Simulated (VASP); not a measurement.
Set up this calculation in VASP 6.6.1, as the native input.

- Task: relaxation of cell and atoms
- Functional: PBEsol
- Potentials or basis: VASP PAW PBE potentials, release 64 (Ir, O)
- Cutoff: 600 eV
- k mesh: 8 × 8 × 12
- Occupations: methfessel-paxton, width 0.1 eV
- Spin: no spin polarisation
- Further INCAR settings: ALGO = Normal; EDIFF = 1e-07; IBRION = 2; EDIFFG = -0.005; NSW = 90; ISIF = 3

The structure of IrO2 lies in POSCAR:

```
IrO2                                    
1.0
    4.4845155486      0.0000000000      0.0000000000
   -0.0000000000      4.4845155486      0.0000000000
    0.0000000000      0.0000000000      3.1636025679
  Ir              O             
     2     4
Direct
     0.0000000000000000    1.0000000000000000    1.0000000000000000
     0.5000000000000000    0.5000000000000000    0.5000000000000000
     0.3088788507709553    0.3088788507709553    0.0000000000000000
     0.1911211492290447    0.8088788507709552    0.5000000000000000
     0.6911211492290448    0.6911211492290448    0.0000000000000000
     0.8088788507709552    0.1911211492290447    0.5000000000000000
```

The input as run:

INCAR

```
PREC = Accurate
ENCUT = 600
EDIFF = 1E-7
ISMEAR = 1
SIGMA = 0.1
LREAL = False
LASPH = True
NELM = 80
ALGO = Normal
ISIF = 3
LWAVE = False
LCHARG = False
GGA = PS
IBRION = 2
NSW = 90
EDIFFG = -0.005
KPAR = 4
```

KPOINTS

```
Automatic mesh
0
Gamma
  8 8 12
```

Potentials or basis: VASP PAW PBE potentials, release 64 (Ir, O).

Launch:

```sh
$ cat potpaw_PBE.64/Ir/POTCAR potpaw_PBE.64/O/POTCAR > POTCAR
$ mpirun -np 4 vasp_std > vasp.out
```

Results of the run:

* Relaxed volume: 10.60 Å³/atom
* Relaxed cell: a = 4.484 Å, b = 4.484 Å, c = 3.164 Å, α = 90.00°, β = 90.00°, γ = 90.00°
* Space group after relaxing (to 0.05 Å): P4_2/mnm (No. 136)
* Energy gained by relaxing: 0.0 meV/atom
* Ionic steps: 3
* Pressure after relaxing: 0.0 GPa
* Band gap on the k mesh: none (metal or under the smearing width)

Caveat: the PAW data sets were made with another functional, which shifts forces and pressure a little.

Run time: 36 s on 4 MPI ranks on Intel(R) Xeon(R) 6975P-C (Granite Rapids), with other jobs on the host, peak memory 0.31 GiB a rank.
